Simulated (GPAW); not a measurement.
The system is TiO.

```
Ti O
1.0
     4.08667    0.00000    0.00000
     0.00000    4.08667    0.00000
     0.00000    0.00000    4.08667
Ti O
3 3
Direct
  0.50000 0.00000 0.50000
  0.00000 0.50000 0.50000
  0.50000 0.50000 0.00000
  0.00000 0.00000 0.50000
  0.50000 0.00000 0.00000
  0.00000 0.50000 0.00000
```

The cell comes from a database or a generator and needn't be the stable form of this composition.

| Property | Result |
| --- | --- |
| Program | GPAW 26.7.0 |
| Task | relaxation of cell and atoms |
| Functional | PBEsol |
| Potentials or basis | PAW data sets generated in the run's folder for this functional |
| Cutoff | 800 eV |
| Basis | pw |
| k mesh | 5 × 5 × 5 |
| Occupations | fermi-dirac, width 0.05 eV |
| Spin | no spin polarisation |

At the start: pressure -7.1 GPa; volume 11.38 Å³/atom.

Where does the relaxation end?

Over 3 steps the energy falls by 7.8 meV/atom and the volume is 10.98 Å³/atom (-3.5 %); space group Pm-3m (No. 221, to 0.05 Å).

The path:
| step | energy change (eV) | largest force (eV/Å) | pressure (GPa) | volume (Å³) |
| --- | --- | --- | --- | --- |
| 1 | 0.0000 | 0.0000 | -7.14 | 68.25 |
| 2 | -0.0099 | 0.0000 | -6.43 | 68.00 |
| 3 | -0.0469 | 0.0000 | 0.29 | 65.88 |

Final structure:
```cif
data_structure
_symmetry_space_group_name_H-M 'P 1'
_symmetry_Int_Tables_number 1
_cell_length_a 4.0388
_cell_length_b 4.0388
_cell_length_c 4.0388
_cell_angle_alpha 90.000
_cell_angle_beta 90.000
_cell_angle_gamma 90.000
_cell_volume 65.88
loop_
_atom_site_label
_atom_site_type_symbol
_atom_site_fract_x
_atom_site_fract_y
_atom_site_fract_z
_atom_site_occupancy
Ti1 Ti 0.50000 0.00000 0.50000 1
Ti2 Ti 0.00000 0.50000 0.50000 1
Ti3 Ti 0.50000 0.50000 0.00000 1
O1 O 0.00000 0.00000 0.50000 1
O2 O 0.50000 0.00000 0.00000 1
O3 O 0.00000 0.50000 0.00000 1
```

Caveat: later steps reuse the first step's grids.
